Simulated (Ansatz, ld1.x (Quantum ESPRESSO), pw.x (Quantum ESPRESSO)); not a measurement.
**What a changed setting does to a pw.x run (sc Mg)**

Potential: ultrasoft, ld1.x (Quantum ESPRESSO) 7.5, PBE; core [Ne], reference 3s1 3p0; waves: 3s (bound): rcut 1.90, rcutus 2.60 bohr; 3s channel at -0.45 Ry: rcut 1.90, rcutus 2.60 bohr; 3p (bound, empty): rcut 2.00, rcutus 2.55 bohr; 3p channel at 4.8 Ry: rcut 2.00, rcutus 2.55 bohr; 3d channel at 0.4 Ry: rcut 2.35, rcutus 2.90 bohr; 3d channel at 0.75 Ry: rcut 2.35, rcutus 2.90 bohr; local part: all-electron potential smoothed inside 2.00 bohr (lloc = -2); core correction: none; augmentation: PSQ, inside the norm-conserving radii.

The reference run (k-mesh 11³, cutoffs 40/320 Ry, Fermi–Dirac 0.01 Ry, mixing_beta 0.4, conv_thr 1e-9, no spin) gives 0.07 GPa at 27.792 Å³/atom, where all-electron LAPW gives -0.17 GPa. This run, with its own iteration cap, changes k-mesh shift to 1.

```
&control
  calculation='scf', prefix='x', pseudo_dir='./', outdir='./tmp', tstress=.true., disk_io='none'
/
&system
  ibrav=0, nat=1, ntyp=1, ecutwfc=40, ecutrho=320, nbnd=8,
  occupations='smearing', smearing='fd', degauss=0.01
/
&electrons
  conv_thr=1e-09, mixing_beta=0.4, electron_maxstep=70
/
ATOMIC_SPECIES
Mg 1.0 Mg.UPF
CELL_PARAMETERS angstrom
  3.02905110 0.00000000 0.00000000
  0.00000000 3.02905110 0.00000000
  0.00000000 0.00000000 3.02905110
ATOMIC_POSITIONS crystal
Mg 0.0000 0.0000 0.0000
K_POINTS automatic
11 11 11 1 1 1
```

```bash
pw.x < Mg.scf.in > Mg.scf.out
```

Q: How does the run end?

A: It converges in 8 iterations; the free energy moves by +7.4 meV/atom and the pressure by +0.01 GPa.

```
Message from routine setup:
     using ibrav=0 with symmetry is DISCOURAGED, use correct ibrav instead
     lattice parameter (alat)  =       5.7241  a.u.
     unit-cell volume          =     187.5497 (a.u.)^3
     number of electrons       =         2.00
     number of Kohn-Sham states=            8
     kinetic-energy cutoff     =      40.0000  Ry
     charge density cutoff     =     320.0000  Ry
     scf convergence threshold =      1.0E-09
     Exchange-correlation= PBE
     number of k points=    56  Fermi-Dirac smearing, width (Ry)=  0.0100
     iteration #  1     ecut=    40.00 Ry     beta= 0.40
     total energy              =      -1.73973911 Ry
     estimated scf accuracy    <       0.01328195 Ry
     iteration #  2     ecut=    40.00 Ry     beta= 0.40
     total energy              =      -1.74062455 Ry
     estimated scf accuracy    <       0.00496661 Ry
     iteration #  3     ecut=    40.00 Ry     beta= 0.40
     total energy              =      -1.74089520 Ry
     estimated scf accuracy    <       0.00001340 Ry
     iteration #  4     ecut=    40.00 Ry     beta= 0.40
     total energy              =      -1.74091882 Ry
     estimated scf accuracy    <       0.00000649 Ry
     iteration #  5     ecut=    40.00 Ry     beta= 0.40
     total energy              =      -1.74092618 Ry
     estimated scf accuracy    <       0.00000061 Ry
     iteration #  6     ecut=    40.00 Ry     beta= 0.40
     total energy              =      -1.74092627 Ry
     estimated scf accuracy    <       0.00000003 Ry
     iteration #  7     ecut=    40.00 Ry     beta= 0.40
     total energy              =      -1.74092633 Ry
     estimated scf accuracy    <          7.8E-09 Ry
     iteration #  8     ecut=    40.00 Ry     beta= 0.40
     the Fermi energy is     2.4223 ev
!    total energy              =      -1.74092634 Ry
     estimated scf accuracy    <          1.5E-10 Ry
     smearing contrib. (-TS)   =      -0.00234208 Ry
     The total energy is F=E-TS. E is the sum of the following terms:
     one-electron contribution =       1.05465979 Ry
     hartree contribution      =       0.00492246 Ry
     xc contribution           =      -0.81545560 Ry
     ewald contribution        =      -1.98271091 Ry
     convergence has been achieved in   8 iterations
          total   stress  (Ry/bohr**3)                   (kbar)     P=        0.80
     Message from routine punch:
     Nothing written, as per user request (disk_io='none')
```

The run took about 6.2 s on one core of a shared host (Neoverse-V1, 32 threads, 247 GiB, load 25).
